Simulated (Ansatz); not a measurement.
# A thicker film of BaHfO3 (001), HfO2 faces from four thinner ones

In a field along its normal an insulating film takes a dipole p. Written as a length, p/(ε₀AE), it should grow by 1 − 1/ε for each ångström added.

Set-up. Ansatz 0.2.0, plane waves with PAW datasets (its set soft_2), PBEsol; perovskite films relaxed at a bulk in-plane lattice constant near the measured one, then held in weak fields of both signs with a dipole correction (A is the cell's area, E the outer field).

```tsv
run	distance between the outer atoms (Å)	p/(ε₀AE) (Å)
2 units	8.149	8.758
3 units	12.303	12.042
4 units	16.455	15.323
5 units	20.609	18.606
6 units	24.759	?
```

Q: Estimate the withheld value from the rows shown.

A least-squares line through the 4 rows shown has slope 0.7904 and intercept 2.3171; no row lies more than 0.001 Å off it. That slope means ε = 1/(1 − 0.7904) = 4.77. At 24.759 it gives 0.7904 × 24.759 + 2.3171 = 21.887 Å, beyond the rows fitted. Rounding and scatter of the rows alone allow about ±0.001 Å there.

The run itself gives 21.884 Å: a miss of −0.003 Å, or 0.0 % of the value. The length is met to within 1 %, though ε is more sensitive than the length: the two thickest films give ε = 4.76.

Caveats: This is the electronic response alone. A unit is one step of the cut along the normal (a plane, a pair of planes or a cell), and the layers relax along it, away from their bulk spacing where the functional's lattice constant differs from the one held.

[Logs are printed without paths, hosts, clocks, repeated set-up lines and the standing remarks that a program may print on its own settings, such as how far it seeks lower states.]
